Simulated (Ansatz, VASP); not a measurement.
# Cross-check of TiSi2 between VASP and Ansatz, part 3 of 3

Aim: how closely do two programs agree when they are given the same cell, functional and k mesh? Of the first pair: The cell is taken from a series of runs on this material, whose earlier steps may have relaxed, scaled, displaced or heated it; both programs get it as it stands.

VASP 6.6.1 and Ansatz 0.2.0.

So far. Step 6 (VASP: single point, PBEsol, pair 2): The run ends at a pressure of 5.17 GPa, with forces up to 0.0011 eV/Å.

## (7) Comparison

What differs besides the data sets and the points named for the pairs above, as far as they apply: Ansatz's pressure holds a Pulay correction, VASP's none. Total energies have different zeros and are not compared.

Compared:

```
      quantity  Ansatz  VASP  difference
pressure (GPa)    5.00  5.17       -0.17
```

## (8) Ansatz: relaxation, PBEsol

This run makes the geometry at which the two programs are then compared. The cell compared in this pair holds 76.13 Å³, against 80.20 Å³ for the pair before.

The structure compared here is the end of the Ansatz relaxation.

File input.yaml:

```yaml
crystal:
  lattice:
    - [0.0, 4.0878859667, 4.2507812523]
    - [2.3799961973, 0.0, 4.2507812523]
    - [2.3799961973, 4.0878859667, 0.0]
  atoms:
    - { symbol: Ti, position: [0.75, 0.75, 0.75] }
    - { symbol: Ti, position: [0.5, 0.5, 0.5] }
    - { symbol: Si, position: [0.0863148758, 0.4136851242, 0.0863148758] }
    - { symbol: Si, position: [0.4136851242, 0.0863148758, 0.4136851242] }
    - { symbol: Si, position: [0.1636851242, 0.8363148758, 0.1636851242] }
    - { symbol: Si, position: [0.8363148758, 0.1636851242, 0.8363148758] }
kpoints:
  mp_grid: { grid: [12, 12, 12] }
scf:
  occupations: { method: fermi_dirac, width: 0.05 }
hamiltonian:
  xc: pbesol
  pseudopotentials: { kind: paw, azcp: { folder: soft_1 }, xc_functional: pbe }
basis:
  ecutwfc: 600
output:
  forces: true
  stress: true
relax:
  f_tol: 0.005
  max_steps: 70
  cell: { stress_tol: 0.02, p_target: 15 }
```

Launch:

```console
$ ansatz run input.yaml --threads 4 --pin off --max-ram 10240MiB --backend cpu --events-out ev --progress --plain --runs-dir out
```

Numbers of over 12 decimals in the logs are rounded to 6 here.

What it wrote:

```text
[...]
Crystal: 6 atoms, lattice volume = 82.713 Å³
Basis set: ecut = 600 eV, 2781 PW (Γ), exchange–correlation on 96×80×80 points (8 copies of the dense FFT grid, shifted against one another)
Bands: 26, of which v1, the nominal top of the filled ones, is band 20 counted from 1 (19 counted from 0)
Symmetry: 8 space group operations
[...]
k-points: 280 of 1728
[...]
cell:  # Å, volume = 76.1282 Å³
    - [0.0, 3.958141, 4.157794]
    - [2.312923, 0.0, 4.157794]
    - [2.312923, 3.958141, 0.0]
  atoms:
    - { symbol: Ti, position: [0.750000, 0.750000, 0.750000] }
    - { symbol: Ti, position: [0.500000, 0.5, 0.5] }
    - { symbol: Si, position: [0.085855, 0.414145, 0.085855] }
    - { symbol: Si, position: [0.414145, 0.085855, 0.414145] }
    - { symbol: Si, position: [0.164145, 0.835855, 0.164145] }
    - { symbol: Si, position: [0.835855, 0.164145, 0.835855] }
[key lines of the parts left out:]
SCF converged after 9 iterations
Free energy (F): -7437.530268 eV
Fermi energy:    13.966303 eV
P = ⅓ Tr σ = 15.0071 GPa (150.071 kbar)
```

## (9) VASP: single point, PBEsol, pair 3

The same cell, functional, mesh and smearing now go to VASP, with its own data sets.

File INCAR:

```
SYSTEM = TiSi2
PREC = Accurate
ENCUT = 500
EDIFF = 1E-06
NELM = 120
ISMEAR = -1
SIGMA = 0.05
LREAL = .FALSE.
ALGO = Normal
GGA = PS
NBANDS = 26
LASPH = .TRUE.
LORBIT = 11
LWAVE = .FALSE.
LCHARG = .FALSE.
ISIF = 2
GGA_COMPAT = .FALSE.
KPAR = 2
```

File POSCAR:

```
TiSi2
1.0
    0.0000000000      3.9581411926      4.1577937775
    2.3129230348      0.0000000000      4.1577937775
    2.3129230348      3.9581411926      0.0000000000
Ti Si
2 4
Direct
    0.7500000000      0.7500000000      0.7500000000
    0.5000000000      0.5000000000      0.5000000000
    0.0858554708      0.4141445292      0.0858554708
    0.4141445292      0.0858554708      0.4141445292
    0.1641445292      0.8358554708      0.1641445292
    0.8358554708      0.1641445292      0.8358554708
```

File KPOINTS:

```
Automatic mesh
0
Gamma
12 12 12
0 0 0
```

PAW data sets: Ti_sv and Si (PBE family, release 64).

Launch:

```console
$ mpirun -np 2 vasp_std
```

What it wrote:

```text
[... set-up lines as in an earlier step ...]
 entering main loop
       N       E                     dE             d eps       ncg     rms          rms(c)
DAV:   1     0.388830374532E+03    0.38883E+03   -0.18805E+04 14560   0.162E+03
DAV:   2     0.226653933855E+01   -0.38656E+03   -0.37992E+03 14580   0.469E+02
DAV:   3    -0.435022771975E+02   -0.45769E+02   -0.44941E+02 25700   0.132E+02
DAV:   4    -0.465409708479E+02   -0.30387E+01   -0.30277E+01 19598   0.322E+01
[...]
DAV:  12    -0.433942661272E+02    0.13380E-04   -0.51045E-04 20288   0.192E-01    0.226E-02
DAV:  13    -0.433942620119E+02    0.41152E-05   -0.40504E-05 19530   0.609E-02    0.125E-02
DAV:  14    -0.433942611997E+02    0.81224E-06   -0.29014E-06 17598   0.147E-02
   1 F= -.43394261E+02 E0= -.43386130E+02  d E =-.162622E-01
```

Parts of OUTCAR (step 9):

```text
  Total        7.2016693      7.1840263      7.2349557      0.0000000      0.0000000      0.0000000
  in kB      151.5648010    151.1934893    152.2653403      0.0000000      0.0000000      0.0000000
  external PRESSURE =     151.6745435 kB  Pullay stress =       0.0000000 kB

 POSITION                                       TOTAL-FORCE (eV/Angst)
 -----------------------------------------------------------------------------------
      3.46938      5.93721      6.23669        -0.000000     -0.000000     -0.000000
      2.31292      3.95814      4.15779         0.000000      0.000000      0.000000
      1.15646      0.67966      2.07890        -0.000000     -0.000906      0.000000
      1.15646      3.27849      2.07890        -0.000000      0.000906      0.000000
      2.31292      1.29941      4.15779         0.000000      0.000906     -0.000000
      2.31292      6.61687      4.15779         0.000000     -0.000906     -0.000000
 -----------------------------------------------------------------------------------
    total drift:                               -0.000000     -0.000000      0.000000

  FREE ENERGIE OF THE ION-ELECTRON SYSTEM (eV)
  ---------------------------------------------------
  free  energy   TOTEN  =       -43.3942611997 eV

  energy  without entropy=      -43.3779990403  energy(sigma->0) =      -43.38613012

[... 1 part as in an earlier step ...]

[... 2 further parts left out ...]
[key lines of the parts left out:]
E-fermi :  11.3176
```

The run ends at a pressure of 15.17 GPa, with forces up to 9.1e-4 eV/Å.

## (10) Differences

Both answers:

```
      quantity  Ansatz   VASP  difference
pressure (GPa)   15.01  15.17       -0.16
```

## (11) Summary of results

```json
{"difference in volume (relaxation of cell and atoms, PBEsol)": "-0.091 %", "difference in pressure (single point, PBEsol, pair 2)": "-0.17 GPa", "difference in pressure (single point, PBEsol, pair 3)": "-0.16 GPa"}
```

What this shows: The difference in pressure is -0.17 GPa (single point, PBEsol, pair 2), within the 1 GPa picked in this series as the mark of a large difference. 1 further run of this series is not shown here. Such differences can come from data sets, numerical settings and the points named under the comparisons, not from the functional's error against experiment.

[Lines on the potential files, build, host, timing and source positions are cut from VASP's logs without a mark.]

[Logs are printed without paths, hosts, clocks, repeated set-up lines and the standing remarks that a program may print on its own settings, such as how far it seeks lower states.]

[Hosts, paths, dates, database ids (printed as entryN), source tags and the programs' standing remarks are cut or masked in the printed files.]
